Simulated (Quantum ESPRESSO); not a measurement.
PtSe2 (Sudovikovite) in Quantum ESPRESSO: the effect of target pressure

PtSe2 (Sudovikovite):

```
Pt Se
1.0
     3.72400    0.00000    0.00000
    -1.86200    3.22508    0.00000
     0.00000    0.00000    5.06200
Pt Se
1 2
Cartesian
  0.0000 0.0000 0.0000
  1.8620 1.0750 3.7965
  0.0000 2.1501 1.2655
```

Alike in all runs:

| Property | Result |
| --- | --- |
| Program | Quantum ESPRESSO 7.5 |
| Task | phonons |
| Functional | PBEsol |
| Potentials or basis | GBRV 1.5 PBEsol |
| Cutoff | 612 eV |
| Density cutoff | 4898 eV |
| k mesh | 4 × 4 × 2, shifted |
| Occupations | fermi-dirac, width 0.05 eV |
| Spin | no spin polarisation |

Each run relaxes the cell or the atoms first.

Problem. One run gave: relaxed volume 18.12 Å³/atom; highest phonon frequency 224 cm⁻¹. Which target pressure did it use?
A. 15 GPa
B. -3 GPa
C. 0 GPa
D. 8 GPa
E. 3 GPa

Solution. D.

```tsv
target pressure	relaxed volume (Å³/atom)	highest phonon frequency (cm⁻¹)
-3 GPa	27.65	221
0 GPa	19.90	209
3 GPa	19.09	213
8 GPa	18.12	224
15 GPa	17.15	239
```

Caveats: all runs use coarse meshes; the layers were relaxed without a dispersion term, so their spacing and the soft interlayer modes are unreliable; the mesh is thin for the phonons of a metal (some runs); the volume moved by over 15 % at a fixed basis, so the end points are rough (some runs); the cell is more than 3 GPa from zero pressure, which shifts response properties (some runs); this functional lacks dispersion, which binds the layers, so the pressure and a relaxed spacing across them are unreliable, and here the layers came unbound (some runs).

Runs at the PBE level aren't shown here.
